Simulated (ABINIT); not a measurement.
CdF2:

```
Cd F
1.0
     0.00000    2.69400    2.69400
     2.69400    0.00000    2.69400
     2.69400    2.69400    0.00000
Cd F
1 2
Cartesian
  0.0000 0.0000 0.0000
  4.0410 4.0410 4.0410
  1.3470 1.3470 1.3470
```

Base run:

```yaml
Program: ABINIT 10.8.3 (patched build)
Functional: LDA
Potentials_or_basis: PseudoDojo NC SR LDA v0.4.1 standard
Cutoff: 1252 eV
k_mesh: 7 × 7 × 7
Occupations: fermi-dirac, width 0.05 eV
Spin: no spin polarisation
```

Its results: band gap on the k mesh 2.88 eV, indirect (least direct gap 3.29 eV).

Question: The run is repeated on the same cell with these changes: functional from LDA to PBE; potentials or basis from PseudoDojo NC SR LDA v0.4.1 standard to PseudoDojo NC SR PBE v0.4.1 standard. What comes out?

Answer: Band gap on the k mesh 3.18 eV, indirect (least direct gap 3.62 eV).

Caveats: an odd mesh through Γ misses points on the zone boundary, where band edges often lie.
